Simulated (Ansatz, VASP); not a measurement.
ZnO (zincite): VASP beside Ansatz

```
CELL_PARAMETERS angstrom
3.27989 0.00000 0.00000
-1.63995 2.84047 0.00000
0.00000 0.00000 5.29400
ATOMIC_POSITIONS crystal
Zn 0.33333 0.66667 0.49996
Zn 0.66667 0.33333 0.99996
O 0.66667 0.33333 0.37905
O 0.33333 0.66667 0.87905
```

Alike in both runs: functional PBE; k mesh 12 × 12 × 6; occupations fermi-dirac, width 0.02 eV; no spin polarisation.

Ansatz relaxed the structure, and its values are those at the end. VASP's run is a single point on that final structure, the one shown.

|  | VASP | Ansatz |
| --- | --- | --- |
| version | VASP 6.6.1 | Ansatz 0.2.0 |
| potentials or method | VASP PAW PBE potentials, release 64 (Zn, O) | PAW plane waves |
| plane-wave cutoff (eV) | 520 | 420 |
| valence electrons in the cell | 36 | 36 |

Ansatz gave:

```
gap on the k mesh at the Fermi level (eV) : 0.74
pressure (GPa)                            : 0.0
```

Problem. Estimate VASP's values.

Solution. gap on the k mesh at the Fermi level (eV): 0.73; pressure (GPa): 0.9.

The functional is the same, so the differences come from potentials, cutoffs and numerics.

A hybrid or GW would open this gap; PBE tends to underestimate it.
